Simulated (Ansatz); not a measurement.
# Au (diamond type): the cost of one run

Method: DFT PBE, with the methods named in each step, in Ansatz 0.2.0.

This is Au in the diamond structure; at room conditions it is fcc.

### Step 1. Starting point

It takes space group Fd-3m (No. 227, cubic). Conventional cell: a = 6.163 Å, b = 6.163 Å, c = 6.163 Å, α = 90.00°, β = 90.00°, γ = 90.00°. Au (site symmetry -43m) is surrounded by 4 Au at 2.67 Å.

Coordinates:

```
CELL_PARAMETERS angstrom
0.00000 3.08147 3.08147
3.08147 0.00000 3.08147
3.08147 3.08147 0.00000
ATOMIC_POSITIONS crystal
Au 0.87500 0.87500 0.87500
Au 0.12500 0.12500 0.12500
```

Whether this phase is the stable one at these pressures isn't tested.

Atoms are numbered in the order of the input: Au1, Au2.

### Step 2. The reference volume, LAPW

Contents of input.yaml:

```yaml
crystal:
  lattice:
    - [0.0, 3.0814704409, 3.0814704409]
    - [3.0814704409, 0.0, 3.0814704409]
    - [3.0814704409, 3.0814704409, 0.0]
  atoms:
    - { symbol: Au, position: [-0.125, -0.125, -0.125] }
    - { symbol: Au, position: [0.125, 0.125, 0.125] }
kpoints:
  mp_grid: { grid: [12, 12, 12] }
  band_path:
    path:
      - [0.0, 0.0, 0.0]
      - [0.5, 0.0, 0.5]
      - [0.625, 0.25, 0.625]
      - [0.375, 0.375, 0.75]
      - [0.0, 0.0, 0.0]
      - [0.5, 0.5, 0.5]
      - [0.5, 0.25, 0.75]
      - [0.5, 0.0, 0.5]
    npoints: 14
scf:
  occupations: { method: fermi_dirac, width: 0.05 }
hamiltonian:
  xc: pbe
  pseudopotentials: { kind: all_electron, lapw: { basis_error: 0.001 } }
output:
  forces: true
  stress: true
  eigenvalues: true
  populations: true
  dos: { projected: true, de: 0.2, e_range: [-14, 8] }
```

The run is started by

```bash
ansatz run input.yaml --threads 1 --pin off --max-ram 2048MiB --backend cpu --events-out ev --progress --plain --runs-dir out
```

What time and memory should one allow on 1 thread of AMD EPYC 7R43 (Zen 3), shared host?

About 53 s, with a peak of 0.57 GiB.
